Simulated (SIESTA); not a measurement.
Sb: relaxation of cell and atoms with PBEsol

The system is Sb.

```
CELL_PARAMETERS angstrom
2.15420 1.24373 3.75800
-2.15420 1.24373 3.75800
0.00000 -2.48746 3.75800
ATOMIC_POSITIONS crystal
Sb 0.76651 0.76651 0.76651
Sb 0.23349 0.23349 0.23349
```

| Item | Value |
| --- | --- |
| Program | SIESTA 5.4.2 |
| Task | relaxation of cell and atoms |
| Functional | PBEsol |
| Potentials or basis | PseudoDojo 0.4 standard (PBEsol files) |
| Basis | DZP (energy shift 0.003 Ry; two zetas on semicore shells) |
| Grid cutoff | 500 Ry |
| Energy shift | 0.003 Ry |
| k mesh | 6 × 6 × 6 |
| Occupations | fermi-dirac, width 0.05 eV |
| Spin | no spin polarisation |
| Target pressure | 5 GPa |
| optimiser | CG |
| force tolerance | 0.01 eV/Å |

```yaml
Relaxed_volume: 27.82 Å³/atom
Relaxed_cell: a = 4.333 Å, b = 4.333 Å, c = 4.333 Å, α = 58.56°, β = 58.56°, γ = 58.56°
Space_group_after_relaxing_to_0.05_Å: R-3m (No. 166)
Energy_change_on_relaxing_the_enthalpy_is_what_falls: +31.3 meV/atom
Ionic_steps: 20
Pressure_after_relaxing: 5.0 GPa
Largest_force_after_relaxing: 0.006 eV/Å
Band_gap_on_the_k_mesh: none (metal or under the smearing width)
```

Forces in eV/Å, atoms in the order of the input:
```
Sb   0.000  0.000 -0.006
Sb   0.000  0.000  0.006
```

The path:
```csv
step,energy change (eV),largest force (eV/Å),pressure (GPa),volume (Å³)
1,0.0000,0.2373,0.97,60.41
2,0.0151,0.2814,0.90,58.89
3,0.1085,0.0761,2.31,56.50
4,0.1701,0.3617,9.24,53.42
5,0.1123,0.1580,2.90,56.05
6,0.3162,1.5531,12.15,53.43
7,0.1035,0.2700,3.52,55.73
8,0.0923,0.2711,4.19,55.51
9,0.0833,0.0313,5.58,55.17
10,0.1528,0.8103,8.49,54.62
11,0.0836,0.0189,5.63,55.16
12,0.0510,0.1864,4.89,56.18
13,0.0663,0.0566,5.28,55.61
14,0.0525,0.0624,4.38,56.04
15,0.0570,0.0203,4.71,55.88
16,0.0535,0.0061,4.63,55.97
17,0.0490,0.0178,4.47,56.10
18,0.0504,0.0095,4.53,56.05
19,0.0662,0.0112,5.16,55.48
20,0.0627,0.0059,4.96,55.63
```

Final structure:
```
CELL_PARAMETERS angstrom
2.11924 1.22355 3.57587
-2.11924 1.22355 3.57587
0.00000 -2.44709 3.57587
ATOMIC_POSITIONS crystal
Sb 0.73927 0.73927 0.73927
Sb 0.26073 0.26073 0.26073
```

It took 4.8 min on 1 thread of Arm Neoverse V2 (shared host), peak memory 0.25 GiB.

Caveat: the basis of atomic orbitals isn't converged, which shifts pressures, moduli and gaps. The run has no spin-orbit coupling, so splittings on Sb are missing.
